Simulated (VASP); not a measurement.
# SiO2 (Stishovite): relaxation of shape and atoms at fixed volume with PBEsol

The system is SiO2 (Stishovite).

```
Si O
1.0
     4.16391    0.00000    0.00000
     0.00000    4.16391    0.00000
     0.00000    0.00000    2.66470
Si O
2 4
Direct
  0.00000 0.00000 0.00000
  0.50000 0.50000 0.50000
  0.30582 0.30582 0.00000
  0.19418 0.80582 0.50000
  0.69418 0.69418 0.00000
  0.80582 0.19418 0.50000
```

The cell isn't the ideal one: a relaxed cell with its volume scaled by 0.98.

```yaml
Program: VASP 6.6.1
Task: relaxation of shape and atoms at fixed volume
Functional: PBEsol
Potentials_or_basis: VASP PAW PBE potentials, release 64 (Si, O)
Cutoff: 600 eV
k_mesh: 8 × 8 × 10
Occupations: gaussian, width 0.03 eV
Spin: no spin polarisation
Further_INCAR_settings: ALGO = Fast; EDIFF = 1e-07; IBRION = 2; EDIFFG = -0.01; NSW = 40; ISIF = 4
```

| Item | Value |
| --- | --- |
| Energy gained by relaxing | 0.3 meV/atom |
| Ionic steps | 4 |
| Pressure after relaxing | 6.1 GPa |
| Largest force after relaxing | 0.004 eV/Å |
| Band gap on the k mesh | 5.65 eV, direct |

Forces in eV/Å, atoms in the order of the input:
```
Si   0.000  0.000  0.000
Si   0.000  0.000  0.000
O   -0.003 -0.003  0.000
O    0.003 -0.003  0.000
O    0.003  0.003  0.000
O   -0.003  0.003  0.000
```

Stress tensor (GPa, compression positive):
```
6.18 0.00 0.00
0.00 6.18 0.00
0.00 0.00 6.01
```

Step by step:
| step | energy change (eV) | largest force (eV/Å) | pressure (GPa) |
| --- | --- | --- | --- |
| 1 | 0.0000 | 0.1341 | 6.69 |
| 2 | -0.0014 | 0.0711 | 5.98 |
| 3 | -0.0016 | 0.0167 | 6.17 |
| 4 | -0.0017 | 0.0045 | 6.13 |

Final structure:
```cif
data_structure
_symmetry_space_group_name_H-M 'P 1'
_symmetry_Int_Tables_number 1
_cell_length_a 4.1581
_cell_length_b 4.1581
_cell_length_c 2.6721
_cell_angle_alpha 90.000
_cell_angle_beta 90.000
_cell_angle_gamma 90.000
_cell_volume 46.20
loop_
_atom_site_label
_atom_site_type_symbol
_atom_site_fract_x
_atom_site_fract_y
_atom_site_fract_z
_atom_site_occupancy
Si1 Si 0.00000 0.00000 0.00000 1
Si2 Si 0.50000 0.50000 0.50000 1
O1 O 0.30508 0.30508 0.00000 1
O2 O 0.19492 0.80508 0.50000 1
O3 O 0.69492 0.69492 0.00000 1
O4 O 0.80508 0.19492 0.50000 1
```

Levels at points of the mesh, in eV from the valence-band top:
| k point | band 14 | band 15 | band 16 | band 17 | band 18 | band 19 |
| --- | --- | --- | --- | --- | --- | --- |
| (0.00, 0.00, 0.00) | -0.90 | -0.90 | 0.00 | 5.65 | 6.47 | 8.30 |
| (0.50, 0.00, 0.00) | -2.74 | -1.08 | -1.08 | 7.71 | 7.71 | 8.89 |
| (0.50, 0.50, 0.00) | -2.79 | -2.33 | -2.33 | 7.39 | 7.39 | 9.94 |
| (0.00, 0.00, 0.50) | -3.22 | -2.74 | -2.74 | 9.12 | 9.12 | 12.50 |
| (0.50, 0.00, 0.50) | -2.32 | -1.81 | -1.81 | 8.74 | 8.74 | 9.88 |
| (0.50, 0.50, 0.50) | -1.76 | -1.60 | -1.60 | 7.14 | 7.14 | 10.95 |

Wall time 2.4 min on 2 MPI ranks on AMD EPYC 7R13 Processor (Zen 3), with other jobs on the host, peak memory 0.19 GiB a rank.

Caveat: the PAW data sets were made with another functional, which shifts forces and pressure a little. A k mesh can miss the band edges.
